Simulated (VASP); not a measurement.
Write the native input for VASP 6.6.1 that does the following.

```yaml
Task: band structure
Functional: PBE-EpsX
Potentials_or_basis: VASP PAW PBE potentials, release 64 (Cu, Cl)
Cutoff: 520 eV
k_mesh: 6 × 6 × 6
Occupations: gaussian, width 0.03 eV
Spin: no spin polarisation
Grid_for_exact_exchange_PRECFOCK: Fast
Exchange_at_q_=_0: truncated
Share_of_exact_exchange: 0.1874
Further_INCAR_settings: ALGO = Normal; EDIFF = 1e-06
```

CuCl (Nantokite):

```
CELL_PARAMETERS angstrom
0.00000 2.64977 2.64977
2.64977 0.00000 2.64977
2.64977 2.64977 0.00000
ATOMIC_POSITIONS crystal
Cu 0.00000 0.00000 0.00000
Cl 0.25000 0.25000 0.25000
```

These files were run (other wordings do the same):

POSCAR

```
CuCl                                    
1.0
    0.0000000000      2.6497729765      2.6497729765
    2.6497729765      0.0000000000      2.6497729765
    2.6497729765      2.6497729765      0.0000000000
  Cu              Cl            
     1     1
Direct
     0.0000000000000000    0.0000000000000000    0.0000000000000000
     0.2500000000000000    0.2500000000000000    0.2500000000000000
```

INCAR.step1

```
  ALGO = Normal
  EDIFF = 1E-8
  ENCUT = 520
  GGA = PE
  ISIF = 2
  ISMEAR = 0
  KPAR = 4
  LASPH = True
  LCHARG = False
  LEPSILON = True
  LMAXMIX = 4
  LREAL = False
  LWAVE = False
  NELM = 80
  PREC = Accurate
  SIGMA = 0.03
```

KPOINTS.step1

```
Automatic mesh
0
G
  10 10 10
  0 0 0
```

INCAR.step2

```
  ALGO = Normal
  EDIFF = 1E-5
  ENCUT = 520
  GGA = PE
  ISIF = 2
  ISMEAR = 0
  KPAR = 4
  LASPH = True
  LCHARG = False
  LMAXMIX = 4
  LREAL = False
  LWAVE = True
  NELM = 80
  PREC = Accurate
  SIGMA = 0.03
```

KPOINTS.step2

```
k-points
0
Gamma
  6 6 6
```

INCAR.step3

```
  AEXX = 0.1874
  ALGO = Normal
  EDIFF = 1E-6
  ENCUT = 520
  GGA = PE
  HFRCUT = -1
  ISIF = 2
  ISMEAR = 0
  ISTART = 1
  KPAR = 4
  LASPH = True
  LCHARG = False
  LHFCALC = True
  LMAXMIX = 4
  LREAL = False
  LWAVE = False
  NELM = 80
  PREC = Accurate
  PRECFOCK = Fast
  SIGMA = 0.03
```

KPOINTS.step3

```
k-points
0
Gamma
  6 6 6
```

KPOINTS_OPT

```
explicit points
6
Reciprocal
 0.0000000000  0.0000000000  0.0000000000 1
 0.3750000000  0.3750000000  0.7500000000 1
 0.5000000000  0.5000000000  0.5000000000 1
 0.6250000000  0.2500000000  0.6250000000 1
 0.5000000000  0.2500000000  0.7500000000 1
 0.5000000000  0.0000000000  0.5000000000 1
```

Potentials or basis: VASP PAW PBE potentials, release 64 (Cu, Cl).

Run with:

```sh
$ cat potpaw_PBE.64/Cu/POTCAR potpaw_PBE.64/Cl/POTCAR > POTCAR
$ cp INCAR.step1 INCAR
$ cp KPOINTS.step1 KPOINTS
$ mpirun -np 4 vasp_std > vasp.out
$ cp INCAR.step2 INCAR
$ cp KPOINTS.step2 KPOINTS
$ mpirun -np 4 vasp_std > vasp.out
$ cp INCAR.step3 INCAR
$ cp KPOINTS.step3 KPOINTS
$ mpirun -np 4 vasp_std > vasp.out
```

Results of the run:

| Property | Result |
| --- | --- |
| Pressure | 4.2 GPa |
| Band gap on the k mesh | 2.51 eV, direct |
| Band gap along the path | 2.51 eV, direct |

Caveat: the PAW data sets were made with another functional, which shifts forces and pressure a little.

Wall time 4.8 min on 4 MPI ranks on AMD EPYC 9R45 (Zen 5), with other jobs on the host, peak memory 0.31 GiB a rank.
